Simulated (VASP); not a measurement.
# SnTe (Fm-3m) in VASP: band structure with r2SCAN

Aim: the band structure of SnTe with r2SCAN.

Everything below comes from runs of VASP 6.6.1. Logs are shortened: lines on timing, memory, paths and dates and some standing lists are left out, and cuts for length are marked.

**Experimental background.**

A printed reference work, textbook reports, for a bulk crystal of SnTe at 300 K: band gap 0.18 eV (direct).

How close the calculation comes is told below.

## (1) The crystal as given

Symmetry: Fm-3m, No. 225, cubic system. The conventional cell has a = 6.374 Å, b = 6.374 Å, c = 6.374 Å, α = 90.00°, β = 90.00°, γ = 90.00°. Around Sn (site symmetry m-3m) lie 6 Te at 3.19 Å. Te (site symmetry m-3m) has 6 Sn at 3.19 Å as nearest neighbours.

## (2) Band structure, r2SCAN

INCAR reads:

```
SYSTEM = SnTe
PREC = Accurate
ENCUT = 520
EDIFF = 1E-7
ISMEAR = 0
SIGMA = 0.02
LREAL = .False.
LASPH = .True.
NELM = 100
ALGO = Normal
ISIF = 2
LWAVE = .False.
LCHARG = .False.
METAGGA = R2SCAN
LMIXTAU = .True.
NBANDS = 17
```

KPOINTS reads:

```
Automatic mesh
0
Gamma
  8 8 8
  0 0 0
```

POSCAR reads:

```
SnTe                                    
1.0
    0.0000000000      3.1870109830      3.1870109830
    3.1870109830      0.0000000000      3.1870109830
    3.1870109830      3.1870109830      0.0000000000
  Sn              Te            
     1     1
Direct
     0.0000000000000000    0.0000000000000000    0.0000000000000000
     0.5000000000000000    0.5000000000000000    0.5000000000000000
```

KPOINTS_OPT reads:

```
path GXWKGLUWLK,UX
20
line-mode
reciprocal
 0.0000000000  0.0000000000  0.0000000000  G
 0.5000000000  0.0000000000  0.5000000000  X

 0.5000000000  0.0000000000  0.5000000000  X
 0.5000000000  0.2500000000  0.7500000000  W

 0.5000000000  0.2500000000  0.7500000000  W
 0.3750000000  0.3750000000  0.7500000000  K

 0.3750000000  0.3750000000  0.7500000000  K
 0.0000000000  0.0000000000  0.0000000000  G

 0.0000000000  0.0000000000  0.0000000000  G
 0.5000000000  0.5000000000  0.5000000000  L

 0.5000000000  0.5000000000  0.5000000000  L
 0.6250000000  0.2500000000  0.6250000000  U

 0.6250000000  0.2500000000  0.6250000000  U
 0.5000000000  0.2500000000  0.7500000000  W

 0.5000000000  0.2500000000  0.7500000000  W
 0.5000000000  0.5000000000  0.5000000000  L

 0.5000000000  0.5000000000  0.5000000000  L
 0.3750000000  0.3750000000  0.7500000000  K

 0.6250000000  0.2500000000  0.6250000000  U
 0.5000000000  0.0000000000  0.5000000000  X
```

Potentials or basis: VASP PAW PBE potentials, release 64 (Sn_d, Te).

On the command line:

```console
$ cat potpaw_PBE.64/Sn_d/POTCAR potpaw_PBE.64/Te/POTCAR > POTCAR
$ mpirun -np 1 vasp_std > vasp.out
```

OUTCAR:

```text
SYSTEM = SnTe
   PREC = Accurate
   ENCUT = 520
   EDIFF = 1E-7
   ISMEAR = 0
   LREAL = .False.
   LASPH = .True.
   NELM = 100
   ISIF = 2
   METAGGA = R2SCAN

 ion  position               nearest neighbor table
   1  0.000  0.000  0.000-   2 3.19   2 3.19   2 3.19   2 3.19   2 3.19   2 3.19
   2  0.500  0.500  0.500-   1 3.19   1 3.19   1 3.19   1 3.19   1 3.19   1 3.19

  LATTYP: Found a face centered cubic cell.
 ALAT       =     6.3740219660

  Lattice vectors:

 A1 = (   0.0000000000,   3.1870109830,   3.1870109830)
 A2 = (   3.1870109830,   0.0000000000,   3.1870109830)
 A3 = (   3.1870109830,   3.1870109830,   0.0000000000)

Analysis of symmetry for initial positions (statically):
=====================================================================
 Subroutine PRICEL returns:
 Original cell was already a primitive cell.

 Routine SETGRP: Setting up the symmetry group for a
 face centered cubic supercell.

 Subroutine GETGRP returns: Found 48 space group operations
 (whereof 48 operations were pure point group operations)
 out of a pool of 48 trial point group operations.

The static configuration has the point symmetry O_h .

Analysis of symmetry for dynamics (positions and initial velocities):
=====================================================================
 Subroutine PRICEL returns:
 Original cell was already a primitive cell.

 Routine SETGRP: Setting up the symmetry group for a
 face centered cubic supercell.

 Subroutine GETGRP returns: Found 48 space group operations
 (whereof 48 operations were pure point group operations)
 out of a pool of 48 trial point group operations.

The dynamic configuration has the point symmetry O_h .

 Subroutine INISYM returns: Found 48 space group operations
 (whereof 48 operations are pure point group operations),
 and found     1 'primitive' translations

----------------------------------------------------------------------------------------

                                     Primitive cell

  volume of cell :      64.7412

  direct lattice vectors                    reciprocal lattice vectors
     0.000000000  3.187010983  3.187010983    -0.156886814  0.156886814  0.156886814
     3.187010983  0.000000000  3.187010983     0.156886814 -0.156886814  0.156886814
     3.187010983  3.187010983  0.000000000     0.156886814  0.156886814 -0.156886814

  length of vectors
     4.507114156  4.507114156  4.507114156     0.271735933  0.271735933  0.271735933

[... 75 lines left out ...]
   LNONCOLLINEAR =      F non collinear calculations
   LSORBIT =      F    spin-orbit coupling
   LASPH  =      T    aspherical Exc in radial PAW
   ENCUT  =  520.0 eV  38.22 Ry    6.18 a.u.   8.38  8.38  8.38*2*pi/ulx,y,z
   NELM   =    100;   NELMIN=  2; NELMDL= -5     # of ELM steps
   EDIFF  = 0.1E-06   stopping-criterion for ELM
   LREAL  =      F    real-space projection
   EDIFFG = 0.1E-05   stopping-criterion for IOM
   NSW    =      0    number of steps for IOM
   IBRION =     -1    ionic relax: 0-MD 1-quasi-New 2-CG
   NFREE  =      0    steps in history (QN), initial steepest desc. (CG)
   ISIF   =      2    stress and relaxation
   ISYM   =      2    0-nonsym 1-usesym 2-fastsym
   POTIM  = 0.5000    time-step for ionic-motion
   TEBEG  =    0.0;   TEEND  =   0.0 temperature during run
   PSTRESS=    0.0 pullay stress
   NELECT =      20.0000    total number of electrons
   NUPDOWN=      -1.0000    fix difference up-down
   EMIN   =  10.00;   EMAX   =-10.00  energy-range for DOS
   EFERMI =   0.00;   METHOD = LEGACY
   ISMEAR =     0;   SIGMA  =   0.02  broadening in eV -4-tet -1-fermi 0-gaus
   EFERMI_NEDOS =   21; number of points for ismear=-14 and -15
   IALGO  =     38    algorithm
   IMIX   =      4    mixing-type and parameters
     AMIX     =   0.40;   BMIX     =  1.00
     AMIX_MAG =   1.60;   BMIX_MAG =  1.00
  volume/ion in A,a.u.               =      32.37       218.45
  Fermi-wavevector in a.u.,A,eV,Ry     =   1.106686  2.091334 16.663803  1.224755
  Thomas-Fermi vector in A             =   2.243191
   LORBIT       =      0    0 simple, 1 ext, 2 COOP (PROOUT), +10 PAW based schemes
   METAGGA = R2SCAN    functional components
   LHFCALC =     F    Hartree Fock is set to
   AEXX    =    0.0000 exact exchange contribution
   IVDW    =     0    specifies the selected vdW correction
   LEPSILON=     F    determine dielectric tensor
   LRPA    =     F    only Hartree local field effects (RPA)
 non-spin polarized calculation
 Gauss-broadening in eV      SIGMA  =   0.02
  energy-cutoff  :      520.00
  volume of cell :       64.74
 maximum number of plane-waves:      1807
 NGX is ok and might be reduce to    36
   NGX = 17   NGY = 17   NGZ = 17

 number of electron      20.0000002 magnetization

 Free energy of the ion-electron system (eV)
  ---------------------------------------------------
  ext. energy  EPLUGINS =         0.00000000
  ---------------------------------------------------
  free energy    TOTEN  =       -50.68625118 eV

  energy without entropy =      -50.68625118  energy(sigma->0) =      -50.68625118

 E-fermi :   6.6586     XC(G=0):  -9.9028

 val. band max:        6.5899525617   @ k =   0.5000   0.0000   0.0000
 cond. band min:       6.7272793176   @ k =   0.5000   0.0000   0.0000
 fundamental gap:      0.1373267559
 Fermi energy:         6.6586045724

 k-point     1 :       0.0000    0.0000    0.0000
  band No.  band energies     occupation
      1     -16.1585      2.00000
      2     -16.1585      2.00000
      3     -16.1499      2.00000
      4     -16.1499      2.00000
      5     -16.1499      2.00000
      6      -6.6459      2.00000
[... 457 lines left out ...]
      4     -16.1454      2.00000
      5     -16.1425      2.00000
      6      -5.1915      2.00000
[... 9 lines left out ...]
     16      16.2773      0.00000
     17      16.5227      0.00000

 [... further k-points ...]
[... 5 lines left out ...]
  --------------------------------------------------------------------------------------
  -------------------------------------------------------------------------------------
  Total       -0.0005335     -0.0005335     -0.0005335     -0.0000000      0.0000000     -0.0000000
  in kB       -0.0132032     -0.0132032     -0.0132032     -0.0000000      0.0000000     -0.0000000
  external PRESSURE =      -0.0132032 kB  Pullay stress =       0.0000000 kB

 VOLUME and BASIS-vectors are now :
 -----------------------------------------------------------------------------
  energy-cutoff  :      520.00
  volume of cell :       64.74
      direct lattice vectors                 reciprocal lattice vectors
     0.000000000  3.187010983  3.187010983    -0.156886814  0.156886814  0.156886814
     3.187010983  0.000000000  3.187010983     0.156886814 -0.156886814  0.156886814
     3.187010983  3.187010983  0.000000000     0.156886814  0.156886814 -0.156886814

 POSITION                                       TOTAL-FORCE (eV/Angst)
 -----------------------------------------------------------------------------------
      0.00000      0.00000      0.00000         0.000000     -0.000000     -0.000000
      3.18701      3.18701      3.18701         0.000000      0.000000      0.000000
 -----------------------------------------------------------------------------------
    total drift:                               -0.000000      0.000000      0.000000

  FREE ENERGIE OF THE ION-ELECTRON SYSTEM (eV)
  ---------------------------------------------------
  free  energy   TOTEN  =       -50.6862511807 eV

  energy  without entropy=      -50.6862511794  energy(sigma->0) =      -50.68625118
```

It took 4.3 min on 1 thread of Intel Xeon 6975P-C (Granite Rapids), shared host; peak memory 0.23 GiB.

Results:

```
Free energy             : -50.6863 eV
Pressure                : 0.0 GPa
Band gap on the k mesh  : 0.14 eV, direct
Band gap along the path : 0.14 eV, direct
```

Levels at the corners of the path, in eV from the valence-band top:
```csv
point,band 7,band 8,band 9,band 10,band 11,band 12,band 13,band 14
Γ,-4.88,-2.39,-2.39,-2.39,3.36,3.36,3.36,5.03
X,-6.74,-5.73,-3.95,-3.95,2.45,4.94,4.94,6.45
X,-6.74,-5.73,-3.95,-3.95,2.45,4.94,4.94,6.45
W,-7.65,-4.99,-4.99,-1.02,0.84,4.81,4.81,6.18
W,-7.65,-4.99,-4.99,-1.02,0.84,4.81,4.81,6.18
K,-7.70,-5.34,-3.45,-2.86,2.98,3.16,4.41,5.63
K,-7.70,-5.34,-3.45,-2.86,2.98,3.16,4.41,5.63
Γ,-4.88,-2.39,-2.39,-2.39,3.36,3.36,3.36,5.03
Γ,-4.88,-2.39,-2.39,-2.39,3.36,3.36,3.36,5.03
L,-8.62,-2.03,-2.03,0.00,0.14,0.33,0.33,8.13
L,-8.62,-2.03,-2.03,0.00,0.14,0.33,0.33,8.13
U,-7.70,-5.34,-3.45,-2.86,2.98,3.16,4.41,5.63
U,-7.70,-5.34,-3.45,-2.86,2.98,3.16,4.41,5.63
W,-7.65,-4.99,-4.99,-1.02,0.84,4.81,4.81,6.18
W,-7.65,-4.99,-4.99,-1.02,0.84,4.81,4.81,6.18
L,-8.62,-2.03,-2.03,0.00,0.14,0.33,0.33,8.13
L,-8.62,-2.03,-2.03,0.00,0.14,0.33,0.33,8.13
K,-7.70,-5.34,-3.45,-2.86,2.98,3.16,4.41,5.63
U,-7.70,-5.34,-3.45,-2.86,2.98,3.16,4.41,5.63
X,-6.74,-5.73,-3.95,-3.95,2.45,4.94,4.94,6.45
```

Caveat: the PAW data sets were made with another functional, which shifts forces and pressure a little; spin-orbit coupling is left out, which moves the levels of the heavy elements.

## (3) Against experiment

Step 2. A measured gap of SnTe is 0.18 eV (direct; 300 K; a printed reference work, textbook); the calculated 0.14 eV misses it by -0.04 eV. Spin-orbit coupling on Sn, Te is left out. The value is that of r2SCAN, without temperature or zero-point motion.
